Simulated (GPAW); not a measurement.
Crystal: W.

```xyz
1
Lattice="2.7407 0.0000 0.0000 -0.9136 2.5840 0.0000 -0.9136 -1.2920 2.2378" Properties=species:S:1:pos:R:3 pbc="T T T"
W     0.0000    0.0000    0.0000
```

Program: GPAW 26.7.0. Alike in all runs: cell as given; k mesh 12 × 12 × 12; cutoff (eV) 600; smearing fermi-dirac 0.05 eV.

**Question.** Order these runs on this cell by their pressure, lowest first.
A. level PBEint; potentials or basis PAW data sets generated in the run's folder for this functional, pw; spin SOC, no magnetisation; band path GHNGPH,PN; band points 80; spin axis theta (degrees) 0; spin axis phi (degrees) 0
B. level PBE; potentials or basis GPAW PAW data sets (gpaw-data 1.2.1), pw; spin off
C. level r2SCAN; potentials or basis GPAW PAW data sets (gpaw-data 1.2.1), pw; spin SOC, no magnetisation; band path GHNGPH,PN; band points 60; spin axis theta (degrees) 90; spin axis phi (degrees) 0

**Answer.** A (-1.2 GPa), C (2.8 GPa), B (5.6 GPa).

Caveats: spin-orbit coupling was added after a scalar SCF, so levels and gaps hold it while energy, forces, pressure and moments don't (some runs); the PAW data sets were made with another functional, which shifts forces and pressure a little (some runs).

Not every run made on this cell is shown here.
